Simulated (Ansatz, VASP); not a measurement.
## Te: VASP beside Ansatz

File INCAR:

```
ALGO = Normal ; EDIFF = 1E-6
EDIFFG = -0.01 ; ENCUT = 600
GGA = PE ; IBRION = 2
ISIF = 3 ; ISMEAR = -1
LASPH = True ; LCHARG = False
LREAL = False ; LWAVE = False
NELM = 80 ; NSW = 40
PREC = Accurate ; SIGMA = 0.05
```

KPOINTS

```
k-points
0
Gamma
  9 9 9
```

File POSCAR:

```
Te
1.0
    2.3059043427      1.3313144930      1.6909537039
   -2.3059043427      1.3313144930      1.6909537039
    0.0000000000     -2.6626289860      1.6909537039
Te
1
Direct
    0.5000000000      0.5000000000      0.5000000000
```

The input input.yaml:

```yaml
crystal:
  lattice:
    - [2.3059043427, 1.331314493, 1.6909537039]
    - [-2.3059043427, 1.331314493, 1.6909537039]
    - [0.0, -2.662628986, 1.6909537039]
  atoms:
    - { symbol: Te, position: [0.5, 0.5, 0.5] }
hamiltonian:
  xc: pbe
  pseudopotentials: { kind: paw }
kpoints:
  mp_grid: { grid: [9, 9, 9] }
scf:
  occupations: { method: fermi_dirac, width: 0.05 }
output:
  forces: true
  stress: true
  eigenvalues: true
relax:
  f_tol: 0.01
  max_steps: 40
  cell: { stress_tol: 0.05 }
```

This isn't the form of Te at room conditions, which is trigonal, of chains.

Alike in both runs: task relaxation of cell and atoms; functional PBE; k mesh 9 × 9 × 9; occupations fermi-dirac, width 0.05 eV; no spin polarisation.

```csv
,VASP,Ansatz
version,VASP 6.6.1,Ansatz 0.2.0
potentials or method,"VASP PAW PBE potentials, release 64 (Te)",Ansatz PAW
plane-wave cutoff (eV),600,420
valence electrons in the cell,6,16
```

VASP gave:

| Property | Result |
| --- | --- |
| gap on the k mesh at the Fermi level, each at its own relaxed structure (eV) | none |
| relaxed volume (Å³/atom) | 32.84 |
| relaxed cell length with the largest relative difference (Å) | 3.204 |
| energy change over the relaxation (meV/atom) | -15 |

**Question.** Estimate Ansatz's values.

**Answer.** gap on the k mesh at the Fermi level, each at its own relaxed structure (eV): none; relaxed volume (Å³/atom): 32.88; relaxed cell length with the largest relative difference (Å): 3.205; energy change over the relaxation (meV/atom): -16.

A gap of «none» marks a metal or a gap that the smearing closes. The two sets of potentials don't hold the same shells in valence.

Caveats: the plane-wave basis is chosen anew once the cell has moved, so the energies of steps on either side of that aren't comparable (Ansatz). Spin-orbit coupling is left out, which matters for the levels of Te.
